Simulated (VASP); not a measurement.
# ZnSe in VASP: one cell, several levels of theory

ZnSe in the zincblende structure, under +4.0 % strain along z alone is computed at one geometry. Runs: PBE, r2SCAN. The results are then set beside those of Ansatz 0.2.0 for the same cell.

Program: VASP 6.6.1. PAW datasets, plane waves. (Simulation; spin polarisation is off.)

### 1 The structure to begin with

The cell comes from an earlier relaxation with r2SCAN in another program, then strained, with the atoms relaxed again.

Space group I-4m2 (No. 119), tetragonal; a = 4.006 Å, c = 5.891 Å in the conventional setting, 23.63 Å³ an atom. Around Zn lie 4 Se at 2.49 Å; around Se lie 4 Zn at 2.49 Å.

Structure file:

```xyz
2
Lattice="0.0000 2.8324 2.9457 2.8324 0.0000 2.9457 2.8324 2.8324 0.0000" Properties=species:S:1:pos:R:3 pbc="T T T"
Zn    0.0000    0.0000    0.0000
Se    1.4162    1.4162    1.4729
```

### 2 PBE

File INCAR:

```
ENCUT = 520.000000
SIGMA = 0.020000
EDIFF = 1.00e-07
GGA = PE
PREC = Accurate
IBRION = -1
ISIF = 2
ISMEAR = -1
NBANDS = 16
NELM = 120
NSW = 0
LASPH = .TRUE.
LCHARG = .TRUE.
LELF = .TRUE.
LWAVE = .FALSE.
LREAL = .FALSE.
```

File KPOINTS:

```
KPOINTS created by Atomic Simulation Environment
0
Gamma
8 8 8
0 0 0
```

File KPOINTS_OPT:

```
special points
6
Reciprocal
0.0000000000 0.0000000000 0.0000000000 1
-0.5000000000 -0.5000000000 0.0000000000 1
-0.3750000000 -0.3750000000 0.2500000000 1
-0.3750000000 0.0000000000 0.3750000000 1
0.0000000000 0.0000000000 0.5000000000 1
-0.5000000000 -0.2500000000 0.2500000000 1
```

File POSCAR:

```
Zn Se
 1.0000000000000000
     0.0000000000000000    2.8324206844000002    2.9457175117999999
     2.8324206844000002    0.0000000000000000    2.9457175117999999
     2.8324206844000002    2.8324206844000002    0.0000000000000000
 Zn  Se
   1   1
Cartesian
  0.0000000000000000  0.0000000000000000  0.0000000000000000
  1.4162103422000001  1.4162103422000001  1.4728587558999999
```

The run uses the recommended PBE PAW datasets (18 valence electrons a neutral cell).

Launch:

```bash
$ mpirun -np 1 vasp_std
```

Standard output, without the iteration lines:

```text
POSCAR found type information on POSCAR ZnSe
 POSCAR found :  2 types and       2 ions
 LDA part: xc-table for (Slater+PW92), standard interpolation
 POSCAR, INCAR and KPOINTS ok, starting setup
 FFT: planning ... GRIDC
 FFT: planning ... GRID_SOFT
 FFT: planning ... GRID
 WAVECAR not read
 entering main loop
 Start KPOINTS_OPT (optional k-point list driver)
k-point batch [1-6\6]
```

OSZICAR:

```text
N       E                     dE             d eps       ncg     rms          rms(c)
DAV:   1     0.882418941000E+02    0.88242E+02   -0.86843E+03  1896   0.127E+03
DAV:   2    -0.572531494696E+00   -0.88814E+02   -0.83470E+02  2080   0.253E+02
DAV:   3    -0.627136880257E+01   -0.56988E+01   -0.56760E+01  2400   0.625E+01
DAV:   4    -0.631799804322E+01   -0.46629E-01   -0.46624E-01  2224   0.591E+00
DAV:   5    -0.631822260969E+01   -0.22457E-03   -0.22457E-03  2456   0.378E-01    0.443E+00
DAV:   6    -0.604524891720E+01    0.27297E+00   -0.53522E-01  2816   0.231E+01    0.341E+00
DAV:   7    -0.602692843244E+01    0.18320E-01   -0.14837E-01  2176   0.340E+00    0.146E+00
DAV:   8    -0.602676345636E+01    0.16498E-03   -0.42480E-03  2480   0.614E-01    0.434E-01
DAV:   9    -0.602702349829E+01   -0.26004E-03   -0.10624E-03  2232   0.245E-01    0.676E-02
DAV:  10    -0.602712322506E+01   -0.99727E-04   -0.15078E-04  2432   0.936E-02    0.171E-02
DAV:  11    -0.602712598154E+01   -0.27565E-05   -0.27772E-05  2224   0.423E-02    0.490E-03
DAV:  12    -0.602712718525E+01   -0.12037E-05   -0.35671E-06  2488   0.126E-02    0.324E-03
DAV:  13    -0.602712727668E+01   -0.91436E-07   -0.60436E-07  2328   0.602E-03
   1 F= -.60271273E+01 E0= -.60271273E+01  d E =-.632202E-11
       N       E                     dE             ncg
DAV:   1     0.118601256745E+04   -0.32797E+04      192
DAV:   2     0.658191071400E+03   -0.52782E+03      224
DAV:   3     0.624779248240E+03   -0.33412E+02      216
DAV:   4     0.624523647591E+03   -0.25560E+00      272
DAV:   5     0.624522557218E+03   -0.10904E-02      216
DAV:   6     0.624522547825E+03   -0.93935E-05      272
DAV:   7     0.624522547721E+03   -0.10419E-06      224
DAV:   8     0.624522547720E+03   -0.10965E-08      224
```

The lines after F= are the extra pass for the points of KPOINTS_OPT, at fixed density; their E is not a total energy.

Parts of OUTCAR:

```text
k-points           NKPTS =     59   k-points in BZ     NKDIM =     59   number of bands    NBANDS=     16

   NELECT =      18.0000    total number of electrons

   dimension x,y,z NGX =    30 NGY =   30 NGZ =   30
   dimension x,y,z NGXF=    60 NGYF=   60 NGZF=   60

  energy-cutoff  :      520.00
  volume of cell :       47.26
      direct lattice vectors                 reciprocal lattice vectors
     0.000000000  2.832420684  2.945717512    -0.176527450  0.176527450  0.169737932
     2.832420684  0.000000000  2.945717512     0.176527450 -0.176527450  0.169737932
     2.832420684  2.832420684  0.000000000     0.176527450  0.176527450 -0.169737932

 k-points in reciprocal lattice and weights: KPOINTS created by Atomic Simulation Env
   0.00000000  0.00000000  0.00000000       0.002
   0.12500000  0.00000000  0.00000000       0.016
   0.25000000  0.00000000  0.00000000       0.016
   0.37500000  0.00000000  0.00000000       0.016
   0.50000000  0.00000000  0.00000000       0.008
   0.12500000  0.12500000  0.00000000       0.004
   0.25000000  0.12500000  0.00000000       0.016
   0.37500000  0.12500000  0.00000000       0.016
[... 51 more k-points ...]

 E-fermi :   1.7468

 k-point     1 :       0.0000    0.0000    0.0000
  band No.  band energies     occupation
      1     -11.7248      2.00000
      2      -5.1300      2.00000
      3      -5.1124      2.00000
      4      -5.1124      2.00000
      5      -4.7860      2.00000
      6      -4.7813      2.00000
      7       1.1949      2.00000
      8       1.3452      2.00000
      9       1.3452      2.00000
     10       2.4289      0.00000
     11       7.1101      0.00000
     12       7.1101      0.00000
     13       7.1289      0.00000
     14      11.0739      0.00000
     15      12.3023      0.00000
     16      13.0260      0.00000

 k-point     2 :       0.1250    0.0000    0.0000
  band No.  band energies     occupation
      1     -11.6312      2.00000
      2      -5.1179      2.00000
      3      -5.1017      2.00000
      4      -5.0975      2.00000
      5      -4.7862      2.00000
      6      -4.7833      2.00000
      7      -0.0028      2.00000
      8       1.0950      2.00000
      9       1.2150      2.00000
     10       3.4280      0.00000
     11       7.0034      0.00000
     12       7.3609      0.00000
     13       7.3756      0.00000
     14      11.5994      0.00000
     15      11.9872      0.00000
     16      12.1795      0.00000

 k-point     3 :       0.2500    0.0000    0.0000
  band No.  band energies     occupation
      1     -11.3893      2.00000
      2      -5.0823      2.00000
      3      -5.0643      2.00000
      4      -5.0493      2.00000
      5      -4.7843      2.00000
      6      -4.7820      2.00000
      7      -1.6562      2.00000
      8       0.7668      2.00000
      9       0.9349      2.00000
     10       3.9370      0.00000
     11       7.5372      0.00000
     12       7.7840      0.00000
     13       7.8764      0.00000
     14      11.5069      0.00000
     15      11.7933      0.00000
     16      12.0672      0.00000

 k-point     4 :       0.3750    0.0000    0.0000
  band No.  band energies     occupation
      1     -11.1195      2.00000
      2      -5.0568      2.00000
      3      -5.0370      2.00000
      4      -4.8681      2.00000
      5      -4.7779      2.00000
      6      -4.7679      2.00000
      7      -3.0216      2.00000
      8       0.4808      2.00000
      9       0.6898      2.00000
     10       3.8365      0.00000
     11       7.6217      0.00000
     12       7.8768      0.00000
     13       9.1858      0.00000
     14      11.6256      0.00000
     15      12.7031      0.00000
     16      12.8614      0.00000

 k-point     5 :       0.5000    0.0000    0.0000
  band No.  band energies     occupation
      1     -10.9977      2.00000
      2      -5.0491      2.00000
      3      -5.0279      2.00000
      4      -4.7725      2.00000
      5      -4.7629      2.00000
      6      -4.6386      2.00000
      7      -3.6891      2.00000
      8       0.3711      2.00000
      9       0.5960      2.00000
     10       3.7550      0.00000
     11       7.5597      0.00000
     12       7.8335      0.00000
     13       9.7702      0.00000
     14      12.0744      0.00000
     15      14.0995      0.00000
     16      14.3433      0.00000

 k-point     6 :       0.1250    0.1250    0.0000
  band No.  band energies     occupation
      1     -11.6058      2.00000
      2      -5.1328      2.00000
      3      -5.0845      2.00000
      4      -5.0845      2.00000
      5      -4.7967      2.00000
      6      -4.7758      2.00000
      7      -0.1000      2.00000
      8       0.9673      2.00000
      9       0.9673      2.00000
     10       3.8193      0.00000
     11       6.4522      0.00000
     12       7.7437      0.00000
     13       7.7437      0.00000
     14      10.4046      0.00000
     15      12.2487      0.00000
     16      13.2281      0.00000

 k-point     7 :       0.2500    0.1250    0.0000
  band No.  band energies     occupation
      1     -11.4170      2.00000
      2      -5.1112      2.00000
      3      -5.0500      2.00000
      4      -5.0467      2.00000
      5      -4.8013      2.00000
      6      -4.7719      2.00000
      7      -1.2842      2.00000
      8       0.5768      2.00000
      9       0.6297      2.00000
     10       4.5730      0.00000
     11       6.4040      0.00000
     12       8.0726      0.00000
     13       8.3379      0.00000
     14      10.2013      0.00000
     15      12.9392      0.00000
     16      13.2660      0.00000

 k-point     8 :       0.3750    0.1250    0.0000
  band No.  band energies     occupation
      1     -11.1533      2.00000
      2      -5.0634      2.00000
      3      -5.0187      2.00000
      4      -4.9382      2.00000
      5      -4.7846      2.00000
      6      -4.7683      2.00000
      7      -2.5909      2.00000
      8       0.0890      2.00000
      9       0.4020      2.00000
     10       4.6631      0.00000
     11       7.0028      0.00000
     12       8.4425      0.00000
     13       8.5299      0.00000
     14      11.4306      0.00000
     15      12.9295      0.00000
     16      13.4430      0.00000

 k-point     9 :       0.5000    0.1250    0.0000
  band No.  band energies     occupation
      1     -10.9711      2.00000
      2      -5.0452      2.00000
      3      -5.0075      2.00000
      4      -4.7920      2.00000
      5      -4.7703      2.00000
      6      -4.6599      2.00000
      7      -3.4924      2.00000
      8      -0.2771      2.00000
      9       0.3846      2.00000
     10       4.5760      0.00000
     11       7.1117      0.00000
     12       8.3403      0.00000
     13       9.6508      0.00000
     14      12.2457      0.00000
     15      13.4677      0.00000
     16      14.1642      0.00000

 k-point    10 :      -0.3750    0.1250    0.0000
  band No.  band energies     occupation
      1     -11.0044      2.00000
      2      -5.0438      2.00000
      3      -5.0169      2.00000
      4      -4.8147      2.00000
      5      -4.7839      2.00000
      6      -4.7009      2.00000
      7      -3.2827      2.00000
      8      -0.3851      2.00000
      9       0.5808      2.00000
     10       4.5912      0.00000
     11       7.3316      0.00000
     12       8.1530      0.00000
     13       9.2553      0.00000
     14      12.3267      0.00000
     15      12.4036      0.00000
     16      14.3413      0.00000

 k-point    11 :      -0.2500    0.1250    0.0000
  band No.  band energies     occupation
      1     -11.2269      2.00000
      2      -5.0602      2.00000
      3      -5.0449      2.00000
      4      -4.9956      2.00000
      5      -4.7955      2.00000
      6      -4.7567      2.00000
      7      -2.1861      2.00000
      8      -0.1748      2.00000
      9       0.9038      2.00000
     10       4.6468      0.00000
     11       7.3172      0.00000
     12       7.9384      0.00000
     13       8.1662      0.00000
     14      11.1050      0.00000
     15      12.5134      0.00000
     16      13.4985      0.00000

 k-point    12 :      -0.1250    0.1250    0.0000
  band No.  band energies     occupation
      1     -11.4829      2.00000
      2      -5.1001      2.00000
      3      -5.0798      2.00000
      4      -5.0748      2.00000
      5      -4.7930      2.00000
      6      -4.7748      2.00000
      7      -0.8921      2.00000
      8       0.3883      2.00000
      9       1.1822      2.00000
     10       4.2217      0.00000
     11       6.7050      0.00000
     12       7.5240      0.00000
     13       8.0951      0.00000
     14      11.1592      0.00000
     15      11.9905      0.00000
     16      13.0008      0.00000

[... the tables of k-points 13 to 59 left out ...]

  Total        0.1398114      0.1398114     -0.2875487      0.0000000      0.0000000      0.0000000
  in kB        4.7393264      4.7393264     -9.7473246      0.0000000      0.0000000      0.0000000
  external PRESSURE =      -0.0895573 kB  Pullay stress =       0.0000000 kB

 POSITION                                       TOTAL-FORCE (eV/Angst)
 -----------------------------------------------------------------------------------
      0.00000      0.00000      0.00000        -0.000000     -0.000000     -0.000000
      1.41621      1.41621      1.47286         0.000000      0.000000      0.000000
 -----------------------------------------------------------------------------------
    total drift:                               -0.000001     -0.000001     -0.000001

  FREE ENERGIE OF THE ION-ELECTRON SYSTEM (eV)
  ---------------------------------------------------
  free  energy   TOTEN  =        -6.0271272767 eV

  energy  without entropy=       -6.0271272767  energy(sigma->0) =       -6.02712728
```

Hardware: 1 MPI rank of Intel Xeon Platinum 8488C, shared host.

The levels at the points of KPOINTS_OPT are read from vasprun.xml.

Near the gap, in eV above the top of the last filled band v; c is the band after it:

| point | v−1 | v | c | c+1 |
| --- | --- | --- | --- | --- |
| Γ | 0.00 | 0.00 | 1.08 | 5.76 |
| X | -1.96 | -1.96 | 3.14 | 3.65 |
| U | -2.95 | -1.59 | 3.74 | 5.66 |
| K | -2.95 | -1.79 | 3.47 | 5.36 |
| L | -0.97 | -0.75 | 2.41 | 6.21 |
| W | -2.64 | -2.54 | 5.41 | 5.51 |

The PBE gap is 1.08 eV, direct at Γ. Pressure: -0.01 GPa; the forces vanish within 0.01 eV/Å.

Axes a, b and c in the maps are those of this run's conventional cell (a, b, c = 4.006, 4.006, 5.891 Å).

Density in a lattice plane of the grid's cell (edges 4.01 and 5.89 Å, at 0.000 of the third edge), which holds Zn and Se.

Ten even steps from ' ' (-0.19 e/Å³) to '@' (19.69 e/Å³):
```
**==::                      ::==
....                          ..
                                
                                
                                
                                
                                
                                
                                
                                
                                
                                
                                
                                
                                
                                
                                
....                          ..
**==::                      ::==
@@##--                      --##
```
Columns run along the first of these edges and rows up along the second, over one cell in 16 and 20 even steps from the bottom left corner. Atoms in the plane (fractional): Zn at (0.00, 0.00), Se at (0.50, 0.25).

ELF in the same plane.

Ten even steps from '0' (0.01) to '9' (0.88):
```
0002212222212200
0122111000111221
2221110000011122
1111100000001111
1110000000000011
0000000000000000
0000000000000000
0000000000000000
0000001222100000
0000124555421000
0001467888764100
0014689999986410
0036899999998630
0147898767898741
1248998646899842
1237999767999732
2224899999998422
0122589999985221
0002257888752200
0001224555422100
```
Columns run along the first of these edges and rows up along the second, over one cell in 16 and 20 even steps from the bottom left corner. Atoms in the plane (fractional): Zn at (0.00, 0.00), Se at (0.50, 0.25).

Both are smooth fields of the valence electrons: close to the nuclei they are not physical.

The highest ELF values outside the cores: 0.89 in the shell around Se, 0.8 Å from Se.

(Part 1 of 2 ends here.)
